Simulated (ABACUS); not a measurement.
# Pt (Fm-3m) in ABACUS: further runs, part 3 of 3

ABACUS 3.10.1. Earlier steps stand in the parts before.

## Step 4: Relaxation of cell and atoms, SCAN

File INPUT:

```
INPUT_PARAMETERS
suffix              Pt
calculation         cell-relax
basis_type          lcao
pseudo_dir          ./
orbital_dir         ./
symmetry            1
dft_functional      scan
ecutwfc             100
pseudo_rcut         10
nspin               1
nbands              13
ks_solver           genelpa
smearing_method     fd
smearing_sigma      0.00367493
scf_thr             1e-07
scf_nmax            100
mixing_type         broyden
mixing_beta         0.7
cal_force           1
cal_stress          1
mixing_tau          1
out_mul             1
relax_nmax          60
force_thr_ev        0.02
relax_method        cg
out_stru            1
stress_thr          1
```

File STRU:

```
ATOMIC_SPECIES
Pt 195.0840 Pt_ONCV_PBE-1.2.upf

NUMERICAL_ORBITAL
Pt_confined-atom_7au_3s2p2d1f.orb

LATTICE_CONSTANT
1.8897261246

LATTICE_VECTORS
0.0000000000 1.9609000000 1.9609000000
1.9609000000 0.0000000000 1.9609000000
1.9609000000 1.9609000000 0.0000000000

ATOMIC_POSITIONS
Direct

Pt
0.0
1
0.0000000000 0.0000000000 0.0000000000 1 1 1
```

File KPT:

```
K_POINTS
0
Gamma
9 9 9 0 0 0
```

Potentials or basis: SG15 ONCV 1.2 PBE, DZP LCAO (the cutoffs set its grid).

Command:

```sh
> OMP_NUM_THREADS=1 mpirun -np 4 abacus > log
```

running log:

```text
ABACUS v3.10.1

               Atomic-orbital Based Ab-initio Computation at UStc

 ------------------------------------------------------------------------------------

 READING GENERAL INFORMATION
                           global_out_dir = OUT.Pt/
                           global_in_card = INPUT
                               pseudo_dir = ./
                              orbital_dir = ./
                                    DSIZE = 4
                                    GSIZE = 1

 READING UNITCELL INFORMATION
                                    ntype = 1
                  lattice constant (Bohr) = 1.88973
              lattice constant (Angstrom) = 1

 READING ATOM TYPE 1
                               atom label = Pt
                      L=0, number of zeta = 3
                      L=1, number of zeta = 2
                      L=2, number of zeta = 2
                      L=3, number of zeta = 1
             number of atom for this type = 1

                        TOTAL ATOM NUMBER = 1
DIRECT COORDINATES
    atom                   x                   y                   z     mag                  vx                  vy                  vz
taud_Pt1            0.0000000000        0.0000000000        0.0000000000  0.0000        0.0000000000        0.0000000000        0.0000000000

                          Volume (Bohr^3) = 101.764
                             Volume (A^3) = 15.0798

 Lattice vectors: (Cartesian coordinate: in unit of a_0)
                   +0             +1.9609             +1.9609
              +1.9609                  +0             +1.9609
              +1.9609             +1.9609                  +0
 Reciprocal vectors: (Cartesian coordinate: in unit of 2 pi/a_0)
            -0.254985           +0.254985           +0.254985
            +0.254985           -0.254985           +0.254985
            +0.254985           +0.254985           -0.254985
 The esolver type has been set to : ksdft_lcao

                PAO radial cut off (Bohr) = 10

 Read in pseudopotential file is Pt_ONCV_PBE-1.2.upf
                     pseudopotential type = NC
          exchange-correlation functional = PBE
                 nonlocal core correction = 0
                        valence electrons = 18
                                     lmax = 3
                           number of zeta = 0
                     number of projectors = 8
                           L of projector = 0
                           L of projector = 0
                           L of projector = 1
                           L of projector = 1
                           L of projector = 2
                           L of projector = 2
                           L of projector = 3
                           L of projector = 3
 XC functional updated to : scan
          exchange-correlation functional = SCAN
     initial pseudo atomic orbital number = 0

 SETUP THE ELECTRONS NUMBER
            electron number of element Pt = 18
      total electron number of element Pt = 18
            AUTOSET number of electrons:  = 18
                           occupied bands = 9
                                   NLOCAL = 26
                                   NBANDS = 13
                                   NBANDS = 13
                                   NLOCAL = 26

%%%%%%%%%%%%%%%%%%%%%%%%%%%%%%%%%%%%%%%%%%%%%%%%%%%%%%%%%%%%%%%%%%%%%%%%%%%%%%%%%%%%%%%%%%%%%%%%%%%%%%%%%%
 Warning: the number of valence electrons in pseudopotential > 10 for Pt: [Xe] 4f14 5d9 6s1
 Pseudopotentials with additional electrons can yield (more) accurate outcomes, but may be less efficient.
 If you're confident that your chosen pseudopotential is appropriate, you can safely ignore this warning.
%%%%%%%%%%%%%%%%%%%%%%%%%%%%%%%%%%%%%%%%%%%%%%%%%%%%%%%%%%%%%%%%%%%%%%%%%%%%%%%%%%%%%%%%%%%%%%%%%%%%%%%%%%
[... 164 lines left out ...]
             meshcell numbers in big cell = [ 3, 3, 3 ]
                        extended fft grid = [ 20, 20, 20 ]
                dimension of extened grid = [ 53, 53, 53 ]
                            UnitCellTotal = 125
              Atom number in sub-FFT-grid = 1
    Local orbitals number in sub-FFT-grid = 26
                                ParaV.nnr = 42081
                                 init_chg = atomic

 LCAO ALGORITHM --------------- ION=   1  ELEC=   1--------------------------------

 Density error is 0.0146844020019
----------------------------------------------------------
     Energy           Rydberg                 eV
----------------------------------------------------------
 E_KohnSham     -242.5201619959      -3299.6560830267
 E_Harris       -242.5752863475      -3300.4060883080
 E_Fermi        1.7161299924         23.3491464050
----------------------------------------------------------
[... 148 lines left out ...]
 Largest gradient in stress is 15.673285 kbar.
 Threshold is 1.000000 kbar.

 Relaxation is not converged yet!
DIRECT COORDINATES
    atom                   x                   y                   z     mag                  vx                  vy                  vz
taud_Pt1            0.0000000000        0.0000000000        0.0000000000  0.0000        0.0000000000        0.0000000000        0.0000000000

                          Volume (Bohr^3) = 104.032161
                             Volume (A^3) = 15.415957
[... 10 lines left out ...]
 -------------------------------------------
 STEP OF RELAXATION : 2
 -------------------------------------------

[... set-up of the moved cell ...]

 LCAO ALGORITHM --------------- ION=   2  ELEC=   1--------------------------------

 Density error is 0.002410400724
----------------------------------------------------------
     Energy           Rydberg                 eV
----------------------------------------------------------
 E_KohnSham     -242.5439580703      -3299.9798452295
 E_Harris       -242.4873923667      -3299.2102293491
 E_Fermi        1.6554909138         22.5241094149
----------------------------------------------------------

[... 6 further cycles ...]
 LCAO ALGORITHM --------------- ION=   2  ELEC=   8--------------------------------

 Density error is 0.000000038046
----------------------------------------------------------
     Energy           Rydberg                 eV
----------------------------------------------------------
 E_KohnSham     -242.5442630615      -3299.9839948467
 E_KS(sigma->0) -242.5438394423      -3299.9782312121
 E_Harris       -242.5442647583      -3299.9840179330
 E_band         -11.9647551987       -162.7888458772
 E_one_elec     -60.7636560102       -826.7319530505
 E_Hartree      40.3385725659        548.8344360829
 E_xc           -23.1447520841       -314.9005071412
 E_Ewald        -198.9735802947      -2707.1744434686
 E_entropy(-TS) -0.0008472384        -0.0115272693
 E_descf        0.0000000000         0.0000000000
 E_exx          0.0000000000         0.0000000000
[... 31 lines left out ...]
 Largest gradient in stress is 45.472632 kbar.
 Threshold is 1.000000 kbar.

 Relaxation is not converged yet!
DIRECT COORDINATES
    atom                   x                   y                   z     mag                  vx                  vy                  vz
taud_Pt1            0.0000000000        0.0000000000        0.0000000000  0.0000        0.0000000000        0.0000000000        0.0000000000

                          Volume (Bohr^3) = 102.330338
                             Volume (A^3) = 15.163774
[... 10 lines left out ...]
 -------------------------------------------
 STEP OF RELAXATION : 3
 -------------------------------------------

[... set-up of the moved cell ...]

 LCAO ALGORITHM --------------- ION=   3  ELEC=   1--------------------------------

 Density error is 0.002158181093
----------------------------------------------------------
     Energy           Rydberg                 eV
----------------------------------------------------------
 E_KohnSham     -242.5443549333      -3299.9852448273
 E_Harris       -242.5904229053      -3300.6120317415
 E_Fermi        1.6987298477         23.1124052917
----------------------------------------------------------

[... 6 further cycles ...]
 LCAO ALGORITHM --------------- ION=   3  ELEC=   8--------------------------------

 Density error is 0.000000018850
----------------------------------------------------------
     Energy           Rydberg                 eV
----------------------------------------------------------
 E_KohnSham     -242.5445333336      -3299.9876720883
 E_KS(sigma->0) -242.5441265043      -3299.9821368915
 E_Harris       -242.5445325797      -3299.9876618303
 E_band         -11.4033460405       -155.1504824167
 E_one_elec     -59.1214258169       -804.3882649944
 E_Hartree      39.8117768988        541.6670133288
 E_xc           -23.1635272554       -315.1559564518
 E_Ewald        -200.0705435015      -2722.0993935773
 E_entropy(-TS) -0.0008136586        -0.0110703935
 E_descf        0.0000000000         0.0000000000
 E_exx          0.0000000000         0.0000000000
[... 121 lines left out ...]
 Largest gradient in stress is 0.405218 kbar.
 Threshold is 1.000000 kbar.

 Relaxation is converged!

 --------------------------------------------
 !FINAL_ETOT_IS -3299.9876720882839436 eV
 --------------------------------------------
```

Run time: 29 s. Hardware: 4 MPI ranks of Intel Xeon 6975P-C (Granite Rapids), shared host; peak memory 0.36 GiB.

Results:

- Free energy: -3299.9877 eV
- Relaxed volume: 15.16 Å³/atom
- Relaxed cell: a = 2.778 Å, b = 2.778 Å, c = 2.778 Å, α = 60.00°, β = 60.00°, γ = 60.00°
- Space group after relaxing (to 0.05 Å): Fm-3m (No. 225)
- Energy gained by relaxing: 0.5 meV/atom
- Ionic steps: 3
- Pressure after relaxing: 0.0 GPa

Step by step:
| step | energy change (eV) | largest force (eV/Å) | pressure (GPa) | volume (Å³) |
| --- | --- | --- | --- | --- |
| 1 | 0.0000 | 0.0000 | 1.57 | 15.08 |
| 2 | 0.0032 | 0.0000 | -4.55 | 15.42 |
| 3 | -0.0005 | 0.0000 | -0.04 | 15.16 |

Final structure:
```xyz
1
Lattice="0.0000 1.9645 1.9645 1.9645 0.0000 1.9645 1.9645 1.9645 0.0000" Properties=species:S:1:pos:R:3 pbc="T T T"
Pt    0.0000    0.0000    0.0000
```

Caveat: the atomic orbitals were generated for these runs and aren't a published set; the potentials were made for another functional, which shifts forces and pressure; the basis of atomic orbitals isn't converged, which shifts pressures, moduli and gaps.

## Step 5: Summary

| task | level | potentials or basis | cell | k mesh | cutoff (eV) | SCF threshold on the density | eigensolver | orbital files | max steps of the relaxation | force threshold | gap on the mesh (eV) | pressure (GPa) |
| --- | --- | --- | --- | --- | --- | --- | --- | --- | --- | --- | --- | --- |
| single point | PW91 | SG15 ONCV 1.2 PBE, plane waves | as given | 10 × 10 × 10 | 1143 | 1e-08 | dav | - | - | - | none | 12.1 |
| single point | SCAN | SG15 ONCV 1.2 PBE, DZP LCAO (the cutoffs set its grid) | as given | 9 × 9 × 9 | 1361 | 1e-07 | genelpa | Pt Pt_confined-atom_7au_3s2p2d1f.orb | - | - | none | 1.6 |
| relaxation of cell and atoms | SCAN | SG15 ONCV 1.2 PBE, DZP LCAO (the cutoffs set its grid) | relaxed | 9 × 9 × 9 | 1361 | 1e-07 | genelpa | Pt Pt_confined-atom_7au_3s2p2d1f.orb | 60 | 0.02 eV/Å | - | 0.0 |

Alike in all rows: no spin polarisation; smearing fermi-dirac 0.05 eV.

Caveats: the potentials were made for another functional, which shifts forces and pressure; the atomic orbitals were generated for these runs and aren't a published set (some runs); the basis of atomic orbitals isn't converged, which shifts pressures, moduli and gaps (some runs).

Total energies depend on the potentials used, so only differences within one code and one set of settings carry meaning.
